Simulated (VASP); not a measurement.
# Si₅₃N: relaxation of the atoms

Si₅₃N, defect, 54 atoms in the cell. PBE; PAW potentials N, Si (PBE set).

## Input

INCAR:
```
ALGO = Normal
EDIFF = 1E-6
EDIFFG = -0.02
ENCUT = 450
GGA = PE
IBRION = 2
ISIF = 2
ISMEAR = 0
ISPIN = 2
LASPH = T
LCHARG = F
LORBIT = 11
LREAL = Auto
LWAVE = F
MAGMOM = 0.2 0 0 0 0 0 0 0 0 0 0 0 0 0 0 0 0 0 0 0 0 0 0 0 0 0 0 0.2 0 0.2 0 0 0 0.2 0 0 0 0 0 0 0 0 0 0 0 0.2 0 0 0 0 0 0 0 0
NCORE = 2
NELM = 100
NSW = 80
NUPDOWN = 1
PREC = Normal
SIGMA = 0.02
```

KPOINTS:
```
k-points
0
Gamma
  1 1 1
```

POSCAR:
```
Si53N
1.0
    0.0000000000      8.1655535595      8.1655535595
    8.1655535595      0.0000000000      8.1655535595
    8.1655535595      8.1655535595      0.0000000000
N Si
1 53
Direct
    0.1589910000      0.1758790000      0.1649530000
    0.1666670000      0.1666670000      0.5000000000
    0.1666670000      0.1666670000      0.8333330000
    0.1666670000      0.5000000000      0.1666670000
    0.1666670000      0.5000000000      0.5000000000
    0.1666670000      0.5000000000      0.8333330000
    0.1666670000      0.8333330000      0.1666670000
    0.1666670000      0.8333330000      0.5000000000
    0.1666670000      0.8333330000      0.8333330000
    0.5000000000      0.1666670000      0.1666670000
    0.5000000000      0.1666670000      0.5000000000
    0.5000000000      0.1666670000      0.8333330000
    0.5000000000      0.5000000000      0.1666670000
    0.5000000000      0.5000000000      0.5000000000
    0.5000000000      0.5000000000      0.8333330000
    0.5000000000      0.8333330000      0.1666670000
    0.5000000000      0.8333330000      0.5000000000
    0.5000000000      0.8333330000      0.8333330000
    0.8333330000      0.1666670000      0.1666670000
    0.8333330000      0.1666670000      0.5000000000
    0.8333330000      0.1666670000      0.8333330000
    0.8333330000      0.5000000000      0.1666670000
    0.8333330000      0.5000000000      0.5000000000
    0.8333330000      0.5000000000      0.8333330000
    0.8333330000      0.8333330000      0.1666670000
    0.8333330000      0.8333330000      0.5000000000
    0.8333330000      0.8333330000      0.8333330000
    0.2520920000      0.2520890000      0.2506770000
    0.2500000000      0.2500000000      0.5833330000
    0.2513040000      0.2433310000      0.9203960000
    0.2500000000      0.5833330000      0.2500000000
    0.2500000000      0.5833330000      0.5833330000
    0.2500000000      0.5833330000      0.9166670000
    0.2495600000      0.9181840000      0.2492750000
    0.2500000000      0.9166670000      0.5833330000
    0.2500000000      0.9166670000      0.9166670000
    0.5833330000      0.2500000000      0.2500000000
    0.5833330000      0.2500000000      0.5833330000
    0.5833330000      0.2500000000      0.9166670000
    0.5833330000      0.5833330000      0.2500000000
    0.5833330000      0.5833330000      0.5833330000
    0.5833330000      0.5833330000      0.9166670000
    0.5833330000      0.9166670000      0.2500000000
    0.5833330000      0.9166670000      0.5833330000
    0.5833330000      0.9166670000      0.9166670000
    0.9140670000      0.2509370000      0.2514790000
    0.9166670000      0.2500000000      0.5833330000
    0.9166670000      0.2500000000      0.9166670000
    0.9166670000      0.5833330000      0.2500000000
    0.9166670000      0.5833330000      0.5833330000
    0.9166670000      0.5833330000      0.9166670000
    0.9166670000      0.9166670000      0.2500000000
    0.9166670000      0.9166670000      0.5833330000
    0.9166670000      0.9166670000      0.9166670000
```

Commands:
```
cat potpaw_PBE.64/N/POTCAR potpaw_PBE.64/Si/POTCAR > POTCAR
mpirun -np 4 vasp_gam > vasp.out
```

## Result

- Ionic steps: 14
- SCF steps in all: 118

Ionic steps:

| Step | Energy (eV) | Largest force (eV/A) | SCF steps |
|---|---|---|---|
| 1 | -277.46503 | 2.0115 | 18 |
| 2 | -278.14915 | 1.5341 | 11 |
| 3 | -278.72015 | 0.7917 | 12 |
| 4 | -278.97571 | 0.2979 | 11 |
| 5 | -278.97626 | 0.2869 | 7 |
| 6 | -279.00818 | 0.1584 | 10 |
| 7 | -279.00861 | 0.1467 | 7 |
| 8 | -279.01610 | 0.0723 | 9 |
| 9 | -279.01625 | 0.0698 | 5 |
| 10 | -279.01796 | 0.0410 | 8 |
| 11 | -279.01806 | 0.0504 | 5 |
| 12 | -279.01874 | 0.0295 | 6 |
| 13 | -279.01879 | 0.0246 | 4 |
| 14 | -279.01906 | 0.0132 | 5 |

VASP 6.6.1 took 367 s on 4 cores (Intel Xeon Platinum 8488C (Sapphire Rapids)), a shared host.
